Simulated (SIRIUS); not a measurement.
# CdSe (Cadmoselite) (P6_3mc) in SIRIUS: equation of state, part 3 of 3

SIRIUS 7.12.0.

### Step 6. Equation of state, PBEsol, 29.23 Å³/atom (volume scaled by 1.04)

Input file sirius.json:

```json
{
  "control": {
    "processing_unit": "cpu",
    "std_evp_solver_name": "lapack",
    "gen_evp_solver_name": "lapack",
    "verbosity": 2,
    "print_forces": false,
    "ortho_rf": true,
    "use_second_variation": true,
    "rmt_max": 3.0,
    "num_bands_to_print": 24,
    "save_wf": true
  },
  "parameters": {
    "electronic_structure_method": "full_potential_lapwlo",
    "xc_functionals": ["XC_GGA_X_PBE_SOL", "XC_GGA_C_PBE_SOL"],
    "core_relativity": "dirac",
    "valence_relativity": "iora",
    "num_fv_states": 51,
    "smearing": "fermi_dirac",
    "smearing_width": 0.0018374661,
    "pw_cutoff": 20,
    "gk_cutoff": 3.65,
    "lmax_apw": 10,
    "lmax_rho": 8,
    "lmax_pot": 8,
    "num_mag_dims": 0,
    "auto_rmt": 0,
    "ngridk": [7, 7, 4],
    "shiftk": [0, 0, 0],
    "num_dft_iter": 80,
    "energy_tol": 1e-07,
    "density_tol": 1e-05,
    "use_symmetry": true
  },
  "settings": {"tol_ne": 1e-10},
  "iterative_solver": {"type": "exact"},
  "mixer": {"type": "anderson", "beta": 0.5, "max_history": 8},
  "unit_cell": {
    "lattice_vectors": [[8.2327533133, 0.0, 0.0], [-4.1163766567, 7.1297735125, 0.0], [0.0, 0.0, 13.4404484325]],
    "atom_types": ["Cd", "Se"],
    "atom_files": {"Cd": "Cd.json", "Se": "Se.json"},
    "atoms": {
      "Cd": [[0.6666666667, 0.3333333333, 0.5], [0.3333333333, 0.6666666667, 0.0]],
      "Se": [[0.6666666667, 0.3333333333, 0.885], [0.3333333333, 0.6666666667, 0.385]]
    }
  }
}
```

Input file Cd.json:

```json
{
  "name": "cadmium",
  "symbol": "Cd",
  "number": 48,
  "mass": 112.411,
  "rmin": 1e-06,
  "rmt": 2.45,
  "nrmt": 800,
  "rinf": 14.45,
  "core": "1s2s2p3s3p3d",
  "valence": [
    {"basis": [{"enu": -0.11, "dme": 0, "n": 0, "auto": 0}, {"enu": -0.11, "dme": 1, "n": 0, "auto": 0}]},
    {"l": 0, "n": 1, "basis": [{"enu": -0.01, "dme": 0, "n": 0, "auto": 0}]},
    {"l": 1, "n": 2, "basis": [{"enu": -0.01, "dme": 0, "n": 0, "auto": 0}]},
    {"l": 2, "n": 3, "basis": [{"enu": -0.0702, "dme": 0, "n": 0, "auto": 0}]},
    {"l": 3, "n": 4, "basis": [{"enu": -0.01, "dme": 0, "n": 0, "auto": 0}]}
  ],
  "lo": [
    {"l": 0, "basis": [{"enu": -0.01, "dme": 0, "n": 0, "auto": 0}, {"enu": -0.01, "dme": 1, "n": 0, "auto": 0}]},
    {
      "l": 0,
      "basis": [{"enu": -3.6689, "dme": 0, "n": 4, "auto": 1}, {"enu": -3.6689, "dme": 1, "n": 4, "auto": 1}]
    },
    {
      "l": 0,
      "basis": [{"enu": -3.6689, "dme": 1, "n": 4, "auto": 1}, {"enu": -0.01, "dme": 0, "n": 0, "auto": 0}]
    },
    {
      "l": 0,
      "basis": [{"enu": -0.01, "dme": 0, "n": 0, "auto": 0}, {"enu": 2.6556, "dme": 0, "n": 0, "auto": 0}]
    },
    {"l": 1, "basis": [{"enu": -0.01, "dme": 0, "n": 0, "auto": 0}, {"enu": -0.01, "dme": 1, "n": 0, "auto": 0}]},
    {
      "l": 1,
      "basis": [{"enu": -2.2496, "dme": 0, "n": 4, "auto": 1}, {"enu": -2.2496, "dme": 1, "n": 4, "auto": 1}]
    },
    {
      "l": 1,
      "basis": [{"enu": -2.2496, "dme": 1, "n": 4, "auto": 1}, {"enu": -0.01, "dme": 0, "n": 0, "auto": 0}]
    },
    {
      "l": 1,
      "basis": [{"enu": -0.01, "dme": 0, "n": 0, "auto": 0}, {"enu": 3.0554, "dme": 0, "n": 0, "auto": 0}]
    },
    {
      "l": 2,
      "basis": [{"enu": -0.0702, "dme": 0, "n": 0, "auto": 0}, {"enu": -0.0702, "dme": 1, "n": 0, "auto": 0}]
    },
    {
      "l": 2,
      "basis": [{"enu": -0.0702, "dme": 1, "n": 0, "auto": 0}, {"enu": -0.0702, "dme": 2, "n": 0, "auto": 0}]
    },
    {
      "l": 2,
      "basis": [{"enu": -0.0702, "dme": 0, "n": 0, "auto": 0}, {"enu": 2.5287, "dme": 0, "n": 0, "auto": 0}]
    },
    {"l": 3, "basis": [{"enu": -0.01, "dme": 0, "n": 0, "auto": 0}, {"enu": -0.01, "dme": 1, "n": 0, "auto": 0}]},
    {
      "l": 3,
      "basis": [{"enu": -0.01, "dme": 0, "n": 0, "auto": 0}, {"enu": 2.8888, "dme": 0, "n": 0, "auto": 0}]
    }
  ],
  "free_atom": [... radial grid and density of the free atom, the start of the SCF ...]
}
```

Input file Se.json:

```json
{
  "name": "selenium",
  "symbol": "Se",
  "number": 34,
  "mass": 78.96,
  "rmin": 1e-06,
  "rmt": 2.3,
  "nrmt": 800,
  "rinf": 13.6,
  "core": "1s2s2p3s",
  "valence": [
    {"basis": [{"enu": -0.11, "dme": 0, "n": 0, "auto": 0}, {"enu": -0.11, "dme": 1, "n": 0, "auto": 0}]},
    {"l": 0, "n": 1, "basis": [{"enu": -0.1583, "dme": 0, "n": 0, "auto": 0}]},
    {"l": 1, "n": 2, "basis": [{"enu": -0.01, "dme": 0, "n": 0, "auto": 0}]},
    {"l": 2, "n": 3, "basis": [{"enu": -0.01, "dme": 0, "n": 0, "auto": 0}]},
    {"l": 3, "n": 4, "basis": [{"enu": -0.01, "dme": 0, "n": 0, "auto": 0}]}
  ],
  "lo": [
    {
      "l": 0,
      "basis": [{"enu": -0.1583, "dme": 0, "n": 0, "auto": 0}, {"enu": -0.1583, "dme": 1, "n": 0, "auto": 0}]
    },
    {
      "l": 0,
      "basis": [{"enu": -0.1583, "dme": 1, "n": 0, "auto": 0}, {"enu": -0.1583, "dme": 2, "n": 0, "auto": 0}]
    },
    {
      "l": 0,
      "basis": [{"enu": -0.1583, "dme": 0, "n": 0, "auto": 0}, {"enu": 2.1101, "dme": 0, "n": 0, "auto": 0}]
    },
    {"l": 1, "basis": [{"enu": -0.01, "dme": 0, "n": 0, "auto": 0}, {"enu": -0.01, "dme": 1, "n": 0, "auto": 0}]},
    {
      "l": 1,
      "basis": [{"enu": -5.3706, "dme": 0, "n": 3, "auto": 1}, {"enu": -5.3706, "dme": 1, "n": 3, "auto": 1}]
    },
    {
      "l": 1,
      "basis": [{"enu": -5.3706, "dme": 1, "n": 3, "auto": 1}, {"enu": -0.01, "dme": 0, "n": 0, "auto": 0}]
    },
    {
      "l": 1,
      "basis": [{"enu": -0.01, "dme": 0, "n": 0, "auto": 0}, {"enu": 3.4683, "dme": 0, "n": 0, "auto": 0}]
    },
    {"l": 2, "basis": [{"enu": -0.01, "dme": 0, "n": 0, "auto": 0}, {"enu": -0.01, "dme": 1, "n": 0, "auto": 0}]},
    {
      "l": 2,
      "basis": [{"enu": -1.7295, "dme": 0, "n": 3, "auto": 1}, {"enu": -1.7295, "dme": 1, "n": 3, "auto": 1}]
    },
    {
      "l": 2,
      "basis": [{"enu": -1.7295, "dme": 1, "n": 3, "auto": 1}, {"enu": -0.01, "dme": 0, "n": 0, "auto": 0}]
    },
    {
      "l": 2,
      "basis": [{"enu": -0.01, "dme": 0, "n": 0, "auto": 0}, {"enu": 3.9219, "dme": 0, "n": 0, "auto": 0}]
    },
    {"l": 3, "basis": [{"enu": -0.01, "dme": 0, "n": 0, "auto": 0}, {"enu": -0.01, "dme": 1, "n": 0, "auto": 0}]},
    {
      "l": 3,
      "basis": [{"enu": -0.01, "dme": 0, "n": 0, "auto": 0}, {"enu": 3.2792, "dme": 0, "n": 0, "auto": 0}]
    }
  ],
  "free_atom": [... radial grid and density of the free atom, the start of the SCF ...]
}
```

Input file sirius_start.json:

```json
{
  "control": {
    "processing_unit": "cpu",
    "std_evp_solver_name": "lapack",
    "gen_evp_solver_name": "lapack",
    "verbosity": 1,
    "print_forces": false,
    "ortho_rf": true,
    "use_second_variation": true,
    "rmt_max": 3.0,
    "num_bands_to_print": 24,
    "save_wf": false
  },
  "parameters": {
    "electronic_structure_method": "full_potential_lapwlo",
    "xc_functionals": ["XC_LDA_X", "XC_LDA_C_PW"],
    "core_relativity": "dirac",
    "valence_relativity": "iora",
    "num_fv_states": 51,
    "smearing": "fermi_dirac",
    "smearing_width": 0.0055123983,
    "pw_cutoff": 20,
    "gk_cutoff": 2.92,
    "lmax_apw": 10,
    "lmax_rho": 8,
    "lmax_pot": 8,
    "num_mag_dims": 0,
    "auto_rmt": 0,
    "ngridk": [3, 3, 2],
    "shiftk": [0, 0, 0],
    "num_dft_iter": 30,
    "energy_tol": 0.01,
    "density_tol": 0.05,
    "use_symmetry": true
  },
  "settings": {"tol_ne": 1e-10},
  "iterative_solver": {"type": "exact"},
  "mixer": {"type": "anderson", "beta": 0.5, "max_history": 8},
  "unit_cell": {
    "lattice_vectors": [[8.2327533133, 0.0, 0.0], [-4.1163766567, 7.1297735125, 0.0], [0.0, 0.0, 13.4404484325]],
    "atom_types": ["Cd", "Se"],
    "atom_files": {"Cd": "Cd.json", "Se": "Se.json"},
    "atoms": {
      "Cd": [[0.6666666667, 0.3333333333, 0.5], [0.3333333333, 0.6666666667, 0.0]],
      "Se": [[0.6666666667, 0.3333333333, 0.885], [0.3333333333, 0.6666666667, 0.385]]
    }
  }
}
```

Potentials or basis: all-electron FP-LAPW, apw+lo standard.

Launch:

```bash
OMP_NUM_THREADS=1 sirius.scf --input=sirius_start.json --output=start.json
OMP_NUM_THREADS=1 sirius.scf --input=sirius.json --output=output.json --task=1
```

It took 5.2 min on 1 thread of Arm Neoverse V1, shared host; peak memory 0.88 GiB.

Results (log left out):

| Quantity | Value |
| --- | --- |
| Free energy | -436581.9499 eV |
| Band gap on the k mesh | 0.50 eV, direct |
| All electrons inside the program's atomic spheres | Cd 46.30; Se 32.20 (radii Cd 2.45, Se 2.3 bohr) |

### Step 7. Equation of state, PBEsol, 29.79 Å³/atom (volume scaled by 1.06)

Edit sirius.json of step 6 so:

```diff
@@ -39,3 +39,3 @@
   "unit_cell": {
-    "lattice_vectors": [[8.2327533133, 0.0, 0.0], [-4.1163766567, 7.1297735125, 0.0], [0.0, 0.0, 13.4404484325]],
+    "lattice_vectors": [[8.2851926464, 0.0, 0.0], [-4.1425963232, 7.1751873071, 0.0], [0.0, 0.0, 13.5260586925]],
     "atom_types": ["Cd", "Se"],
```

Cd.json is that of step 6.

Se.json is that of step 6.

Edit sirius_start.json of step 6 so:

```diff
@@ -39,3 +39,3 @@
   "unit_cell": {
-    "lattice_vectors": [[8.2327533133, 0.0, 0.0], [-4.1163766567, 7.1297735125, 0.0], [0.0, 0.0, 13.4404484325]],
+    "lattice_vectors": [[8.2851926464, 0.0, 0.0], [-4.1425963232, 7.1751873071, 0.0], [0.0, 0.0, 13.5260586925]],
     "atom_types": ["Cd", "Se"],
```

Launch:

```bash
OMP_NUM_THREADS=1 sirius.scf --input=sirius_start.json --output=start.json
OMP_NUM_THREADS=1 sirius.scf --input=sirius.json --output=output.json --task=1
```

Run time: 4.8 min. Hardware: 1 thread of Arm Neoverse V1, shared host; peak memory 0.89 GiB.

It converged, with:

| Item | Value |
| --- | --- |
| Free energy | -436581.9211 eV |
| Band gap on the k mesh | 0.45 eV, direct |
| All electrons inside the program's atomic spheres | Cd 46.29; Se 32.19 (radii Cd 2.45, Se 2.3 bohr) |

### Step 8. Equation of state, PBEsol

Potentials or basis: all-electron FP-LAPW, apw+lo standard.

No new run: the results of the series are fitted here.

What came out:

* Equilibrium volume: 28.17 Å³/atom
* Bulk modulus at fixed shape and positions: 52 GPa
* Pressure derivative of the bulk modulus: 4.9 (rough: it moves with the points fitted)

Energy against volume, from the lowest point:
```csv
volume (Å³/atom),energy (meV/atom)
26.416,19.90
26.978,8.86
27.540,2.27
28.102,0.00
28.665,1.08
29.227,6.01
29.789,13.23
```

Caveat: the cell was scaled at fixed shape and fractional positions, which overstates the stiffness of a crystal with free parameters, most of all of layers and chains.
